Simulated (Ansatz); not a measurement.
**BaO (Fm-3m): gap, valleys and masses**

```yaml
crystal:
  lattice:
    - [0.00000, 2.74519, 2.74519]
    - [2.74519, 0.00000, 2.74519]
    - [2.74519, 2.74519, 0.00000]
  atoms:
    - { symbol: Ba, position: [0.00000, 0.00000, 0.00000] }
    - { symbol: O, position: [0.50000, 0.50000, 0.50000] }
```

Conventional cell: a = 5.490 Å, b = 5.490 Å, c = 5.490 Å, α = 90.00°, β = 90.00°, γ = 90.00°. Ba (atom 1) is surrounded by 6 O at 2.75 Å. Around O (atom 2) lie 6 Ba at 2.75 Å.

Unless marked otherwise, the numbers come from PBEsol, all-electron LAPW in Ansatz 0.2.0, scalar-relativistic. k mesh 8×8×8, fixed occupations, basis error target 1 meV/atom. The cell was relaxed by PAW under this functional.

Extrema are searched on a 12×12×12 mesh and refined by Newton steps; masses come from band slopes 0.005 Å⁻¹ away, 1/m* = (1/ħ²) d²E/dk², negative for holes (the finite step makes the lightest masses up to about 3 % heavy). k is in units of the reciprocal vectors.

Question: Where are the band edges, and is the gap direct?

Answer: The valence maximum lies at X (0.000, -0.500, -0.500) and the conduction minimum at X (0.000, -0.500, -0.500), so the Kohn-Sham gap of 1.839 eV is direct.

Question: What are the electron masses at the edge?

Answer: The principal masses are 0.381, 0.381, 1.23 mₑ. One valley has a density-of-states mass (m₁m₂m₃)^(1/3) = 0.562; 3 valleys give N^(2/3) times that, 1.17; the direction-averaged conductivity mass 3/Σ(1/mᵢ) is 0.494 mₑ.

Question: What are the hole masses at the edge?

Answer: The principal masses are 0.394, 3.45, 3.45 mₑ. One valley has a density-of-states mass (m₁m₂m₃)^(1/3) = 1.67; 3 valleys give N^(2/3) times that, 3.48; the direction-averaged conductivity mass 3/Σ(1/mᵢ) is 0.962 mₑ.

Question: Along the Cartesian direction 010 the conduction slope is 0.1001 eV·Å one step out. What is it four steps out, and what does that say?

Answer: 0.4001 eV·Å, 3.996 times the first; a parabola would give 4, so the band is nearly parabolic here.

Question: What electronic dielectric constant and refractive index follow from the same bands (independent particles)?

Answer: ε∞ = (4.53, 4.53, 4.53), so n ≈ √ε∞ = 2.13 (mean over directions) well under the gap and the normal reflectivity is ((n − 1)/(n + 1))² = 0.130. Local fields, left out here, lower ε∞ by several per cent.

Question: What gap does PAW give in the same cell?

Answer: 1.839 eV, 0 meV from the LAPW value.

Question: Cells strained by ±0.5 % (all lengths, zz alone, equal engineering shears γ in yz, zx, xy; ions relaxed) give deformation potentials. How do the edge levels move, in eV per unit strain against the centre of the top valence set?

Answer: 

| point | k | side | bands | level (eV) | d/dlnV | d/dε_zz | d/dγ | split/ε_zz | split/γ |
| --- | --- | --- | --- | --- | --- | --- | --- | --- | --- |
| Gamma | 0.00 0.00 0.00 | valence | 3 | -0.540 | 3.14 | 0.99 | 0.00* | 5.03 | 1.31 |
| Gamma | 0.00 0.00 0.00 | conduction | 1 | 3.529 | -4.14 | -6.29 | -0.01* | – | – |
| X | 0.00 -0.50 -0.50 | valence | 1 | 0.000 | 0.00 | 0.00 | 0.00* | – | – |
| X | 0.00 -0.50 -0.50 | conduction | 1 | 1.839 | 3.80 | 0.60 | 0.00* | – | – |
| X | -0.50 -0.50 0.00 | valence | 1 | 0.000 | 0.00 | -6.45 | 0.00* | – | – |
| X | -0.50 -0.50 0.00 | conduction | 1 | 1.839 | 3.80 | 3.75 | 0.00* | – | – |
| L | -0.50 0.00 0.00 | valence | 2 | -1.624 | 4.95 | 2.80 | -1.33 | 0.23 | 6.35 |
| L | -0.50 0.00 0.00 | conduction | 1 | 4.919 | -0.70 | -2.85 | 0.89 | – | – |
| L | -0.50 -0.50 -0.50 | valence | 2 | -1.624 | 4.95 | 2.80 | 3.98 | 0.23 | 0.00 |
| L | -0.50 -0.50 -0.50 | conduction | 1 | 4.919 | -0.70 | -2.85 | -2.70 | – | – |

Sets with another level within 0.15 eV are left out, since it mixes in under strain; the reference set stays in any case. Entries marked * vanish by symmetry to first order; what they show is the residue of the finite step. These cells use a basis error target of 0.5 meV/atom.

Known limits: no spin-orbit coupling on heavy atoms; semilocal gaps are low, and what follows the gap (onsets, screening, light masses) shifts with it; the frozen-core PAW files of the compared runs were fitted under PBE, their cores solved anew for this functional.
